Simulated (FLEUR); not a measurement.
# Ge in FLEUR: convergence with k mesh

The system is Ge.

```xyz
2
Lattice="-2.5745 2.5745 1.3974 2.5745 -2.5745 1.3974 2.5745 2.5745 -1.3974" Properties=species:S:1:pos:R:3 pbc="T T T"
Ge    0.0000    0.0000    1.3974
Ge    2.5745    0.0000    0.6987
```

This isn't the form of Ge at room conditions, which is diamond.

| Quantity | Value |
| --- | --- |
| Program | FLEUR MaX-R8.1 (later development tree) |
| Task | convergence study |
| Functional | LDA |
| Potentials or basis | all-electron |
| Basis | FLAPW |
| Kmax | 4.24 1/bohr |
| k mesh | 3 × 3 × 3 |
| Occupations | fermi-dirac, width 0.05 eV |
| Spin | no spin polarisation |

These are the settings of the first run; the series varies k mesh, with any setting tied to it.

Hardware: 1 thread of Arm Neoverse V2 (shared host).

```
      k mesh  energy less the tightest run, at zero smearing (meV/atom)  SCF cycles  CPU time (s)  peak memory (GiB)
   3 × 3 × 3                                                     200.14          14            10               0.05
   4 × 4 × 4                                              not converged           -             -                  -
   6 × 6 × 6                                                       8.51          13            34               0.06
   8 × 8 × 8                                                      11.65          13            64               0.06
   9 × 9 × 9                                                       6.70          13            80               0.06
11 × 11 × 11                                                       0.46          13           130               0.07
14 × 14 × 14                                                       4.60          13           260               0.08
16 × 16 × 16                                                       0.00          13           360               0.09
```

Not settled before the last step: the energy (to 1 meV/atom). Meshes of other sizes hit other points, so gaps and Fermi surfaces needn't settle smoothly. The tightest run that finished is the yardstick and may itself not be fully converged.
